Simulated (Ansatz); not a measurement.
HfN under changes of volume

One of the cells (11.273 Å³/atom); the others are scaled copies at fixed shape and fractional positions:

```
Hf N
1.0
     2.82503    0.00000    0.00000
     0.00000    2.82503    0.00000
     0.00000    0.00000    2.82503
Hf N
1 1
Direct
  0.50000 0.50000 0.50000
  0.00000 0.00000 0.00000
```

The cell was built by a generator and needn't be a form met in nature.

```yaml
Program: Ansatz 0.2.0
Functional: PBE
Potentials_or_basis: Ansatz PAW
Cutoff: "420 eV (not typed: the program's choice for these potentials)"
k_mesh: 9 × 9 × 9
Occupations: fermi-dirac, width 0.05 eV
Spin: no spin polarisation
```

| volume (Å³/atom) | energy over the lowest point (meV/atom) | pressure (GPa) |
| --- | --- | --- |
| 10.597 | 33.56 | 16.7 |
| 10.822 | 14.50 | 10.6 |
| 11.048 | ? | ? |
| 11.273 | 0.00 | 0.1 |
| 11.498 | 3.02 | -4.3 |
| 11.724 | 12.06 | -8.3 |
| 11.949 | 26.37 | -11.9 |

Question: What does the run at 11.048 Å³/atom give?

Answer: Energy over the lowest point 3.61 meV/atom; pressure 5.1 GPa.

Worked out: A Birch-Murnaghan fit of order 3 (a polynomial in V^(-2/3)) to the other rows has its minimum at 11.28 Å³/atom with B0 = V·E''(V) = 234 GPa and B' = 4.3. It gives 3.55 meV/atom at 11.048 Å³/atom, against the run's 3.61, and -dE/dV = 5.0 GPa, against 5.1.

Energies are extrapolated to zero smearing.
